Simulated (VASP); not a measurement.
Write the native input for VASP 6.6.1 that does the following.

| Property | Result |
| --- | --- |
| Task | band structure |
| Functional | PBE |
| Potentials or basis | VASP PAW PBE potentials, release 64 (As, B) |
| Cutoff | 520 eV |
| k mesh | 10 × 10 × 10 |
| Occupations | fermi-dirac, width 0.05 eV |
| Spin | no spin polarisation |
| Further INCAR settings | ALGO = Fast; EDIFF = 1e-07 |

BAs:

```
As B
1.0
     0.00000    2.38850    2.38850
     2.38850    0.00000    2.38850
     2.38850    2.38850    0.00000
As B
1 1
Direct
  0.75000 0.75000 0.75000
  0.00000 0.00000 0.00000
```

The input as run:

POSCAR

```
BAs
1.0
    0.0000000000      2.3885000000      2.3885000000
    2.3885000000      0.0000000000      2.3885000000
    2.3885000000      2.3885000000      0.0000000000
As B
1 1
Direct
    0.7500000000      0.7500000000      0.7500000000
    0.0000000000      0.0000000000      0.0000000000
```

INCAR.step1

```
PREC = Accurate
ENCUT = 520
EDIFF = 1E-7
ISMEAR = -1
SIGMA = 0.05
LREAL = False
LASPH = True
NELM = 80
ALGO = Fast
ISIF = 2
LWAVE = False
LCHARG = True
GGA = PE
```

KPOINTS.step1

```
Automatic mesh
0
Gamma
  10 10 10
```

INCAR.step2

```
PREC = Accurate
ENCUT = 520
EDIFF = 1E-7
ISMEAR = 0
SIGMA = 0.05
LREAL = False
LASPH = True
NELM = 80
ALGO = Fast
ISIF = 2
LWAVE = False
LCHARG = False
GGA = PE
ICHARG = 11
```

KPOINTS.step2

```
path GXWKGLUWLK,UX
10
line-mode
reciprocal
 0.0000000000  0.0000000000  0.0000000000  G
 0.5000000000  0.0000000000  0.5000000000  X

 0.5000000000  0.0000000000  0.5000000000  X
 0.5000000000  0.2500000000  0.7500000000  W

 0.5000000000  0.2500000000  0.7500000000  W
 0.3750000000  0.3750000000  0.7500000000  K

 0.3750000000  0.3750000000  0.7500000000  K
 0.0000000000  0.0000000000  0.0000000000  G

 0.0000000000  0.0000000000  0.0000000000  G
 0.5000000000  0.5000000000  0.5000000000  L

 0.5000000000  0.5000000000  0.5000000000  L
 0.6250000000  0.2500000000  0.6250000000  U

 0.6250000000  0.2500000000  0.6250000000  U
 0.5000000000  0.2500000000  0.7500000000  W

 0.5000000000  0.2500000000  0.7500000000  W
 0.5000000000  0.5000000000  0.5000000000  L

 0.5000000000  0.5000000000  0.5000000000  L
 0.3750000000  0.3750000000  0.7500000000  K

 0.6250000000  0.2500000000  0.6250000000  U
 0.5000000000  0.0000000000  0.5000000000  X
```

Potentials or basis: VASP PAW PBE potentials, release 64 (As, B).

The run is started by

```sh
$ cat potpaw_PBE.64/As/POTCAR potpaw_PBE.64/B/POTCAR > POTCAR
$ cp INCAR.step1 INCAR
$ cp KPOINTS.step1 KPOINTS
$ mpirun -np 1 vasp_std > vasp.out
$ cp INCAR.step2 INCAR
$ cp KPOINTS.step2 KPOINTS
$ mpirun -np 1 vasp_std > vasp.out
```

Results of the run:

- Band gap on the k mesh: 1.18 eV, indirect (least direct gap 3.28 eV)
- Band gap along the path: 1.18 eV, indirect (least direct gap 3.27 eV)

Caveat: the log is that of the step along the path at fixed density, whose energy, stress, charges and moments have no meaning.

It took 19 s on 1 thread of Intel(R) Xeon(R) Platinum 8488C (Sapphire Rapids), on a shared host, peak memory 0.16 GiB.
